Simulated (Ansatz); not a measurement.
**Compressing HfC: a fit and a missing row**

HfC, Fm-3m, a = 4.651 Å. Ansatz: PBE, PAW, 420 eV, Γ-centred 16×16×16 mesh on 2 atoms, Gaussian smearing 0.10 eV; no spin polarisation. Symmetry fixes shape and atoms, so the cell is only scaled; pressure is positive in compression.

```tsv
V (Å³/atom)	P (GPa)
11.825	16.32
12.203	?
12.580	0.00
12.958	-6.52
13.335	-12.14
```

Q: Take V0 = 12.580 Å³/atom, fit the third-order Birch–Murnaghan form to the other rows, and predict the missing pressure.

A: With the Eulerian strain f = ½[(V0/V)^(2/3) − 1] and y = P/[3f(1 + 2f)^(5/2)], the form is the line y = B0 + 1.5 B0 (B0′ − 4) f. Rows (f, y): 0.02106, 233.0; -0.00977, 233.7; -0.01906, 234.0. Means f = -0.002590, y = 233.57; Σ(Δf)² = 0.0008821, ΣΔfΔy = -0.02150; the slope is their ratio. y = 233.5 − 24.37 f GPa, so B0 = 233.5 GPa and B0′ = 4 + 2 × (-24.37)/(3 × 233.5) = 3.93. At V = 12.203, f = 0.01025, y = 233.25 and P = 7.55 GPa. The run gave 7.56 GPa, so the fit is 0.01 GPa too low, a small miss on the scale of the series.

Spin–orbit coupling is left out, which can shift energies with elements as heavy as these.